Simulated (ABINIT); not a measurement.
Crystal: WC (Qusongite).

```xyz
2
Lattice="2.9065 0.0000 0.0000 -1.4532 2.5171 0.0000 0.0000 0.0000 2.8366" Properties=species:S:1:pos:R:3 pbc="T T T"
W     0.0000    0.0000    0.0000
C     1.4533    0.8390    1.4183
```

Base run:

```yaml
Program: ABINIT 10.8.3 (patched build)
Functional: PBEsol
Potentials_or_basis: PseudoDojo NC SR PBEsol v0.4 stringent
Cutoff: 1116 eV
k_mesh: 10 × 10 × 9
Occupations: fermi-dirac, width 0.05 eV
Spin: no spin polarisation
```

Its results: band gap on the k mesh none (metal or under the smearing width); pressure -3.1 GPa.

Question: The run is repeated on the same cell with these changes: potentials or basis from PseudoDojo NC SR PBEsol v0.4 stringent to JTH PAW PBE v2.0; cutoff from 1116 eV to 517 eV. What comes out?

Answer: Band gap on the k mesh none (metal or under the smearing width); pressure -2.5 GPa.

Caveats: the PAW data sets were made with another functional, which shifts forces and pressure a little (some runs).
